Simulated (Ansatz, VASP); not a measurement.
One calculation of Rb, two programs

File INCAR:

```
  PREC = Accurate
  ENCUT = 520
  EDIFF = 1E-7
  ISMEAR = 1
  SIGMA = 0.05
  LREAL = False
  LASPH = True
  NELM = 100
  ALGO = Normal
  ISIF = 2
  LWAVE = False
  LCHARG = False
  GGA = PE
  NBANDS = 10
```

The input KPOINTS:

```
Automatic mesh
0
Gamma
  4 4 4
```

Contents of POSCAR:

```
Rb
1.0
   -2.9545118600      2.9545118600      2.7308452000
    2.9545118600     -2.9545118600      2.7308452000
    2.9545118600      2.9545118600     -2.7308452000
Rb
1
Direct
    0.0000000000      0.0000000000      0.0000000000
```

Input for Ansatz:

```yaml
crystal:
  lattice:
    - [-2.95451186, 2.95451186, 2.7308452]
    - [2.95451186, -2.95451186, 2.7308452]
    - [2.95451186, 2.95451186, -2.7308452]
  atoms:
    - { symbol: Rb, position: [0.0, 0.0, 0.0] }
kpoints:
  mp_grid:
    grid: [4, 4, 4]
hamiltonian:
  xc: pbe
scf:
  occupations:
    method: cold
    width: 0.05
output:
  stress: true
```

This isn't the form of Rb at room conditions, which is bcc.

Alike in both runs: task single point; functional PBE; k mesh 4 × 4 × 4; no spin polarisation.

|  | VASP | Ansatz |
| --- | --- | --- |
| version | VASP 6.6.1 | Ansatz 0.2.0 |
| potentials or method | VASP PAW PBE potentials, release 64 (Rb_sv) | plane waves, PAW |
| plane-wave cutoff (eV) | 520 | 420 |
| occupations | methfessel-paxton of order 1, width 0.05 eV | cold, width 0.05 eV |
| valence electrons in the cell | 9 | 9 |

|  | VASP | Ansatz | Ansatz less VASP |
| --- | --- | --- | --- |
| pressure (GPa) | 0.0 | 0.0 | 0.00 |
| largest component of the traceless stress (GPa) | 0.23 | 0.22 | -0.003 |

Caveats: the k mesh is coarse (spacing up to 0.39 Å⁻¹), so the values aren't converged.
